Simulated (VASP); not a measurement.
A run of VASP 6.6.1:

The input INCAR:

```
SYSTEM = WSe2
PREC = Accurate
ENCUT = 520
EDIFF = 1E-7
ISMEAR = 0
SIGMA = 0.05
LREAL = .False.
LASPH = .True.
NELM = 60
ALGO = Fast
ISIF = 4
LWAVE = .False.
LCHARG = .False.
LDIPOL = .True.
IDIPOL = 3
DIPOL = 0.5 0.5 0.500
GGA = PE
IBRION = 2
NSW = 100
EDIFFG = -0.003
```

File KPOINTS:

```
regular mesh
0
Gamma
  12 12 1
  0 0 0
```

File POSCAR:

```
WSe2
1.0
    3.3178532700      0.0000000000      0.0000000000
   -1.6589266300      2.8733452200      0.0000000000
    0.0000000000      0.0000000000     21.3252245550
W Se
1 2
Direct
    0.6666666700      0.3333333300      0.5000240677
    0.3333333300      0.6666666700      0.5779645848
    0.3333333300      0.6666666700      0.4220354152
```

Potentials or basis: VASP PAW PBE potentials, release 64 (W_sv, Se).

Command:

```sh
$ cat potpaw_PBE.64/W_sv/POTCAR potpaw_PBE.64/Se/POTCAR > POTCAR
$ mpirun -np 1 vasp_std > vasp.out
```

Hardware: 1 thread of Intel(R) Xeon(R) Platinum 8488C (Sapphire Rapids) (shared host).

How long does it take, and how much memory?

It took 7.3 min on 1 thread of Intel(R) Xeon(R) Platinum 8488C (Sapphire Rapids) (shared host), peak memory 0.4 GiB. Counts: scf iterations 110, k points 19, ion steps 7.
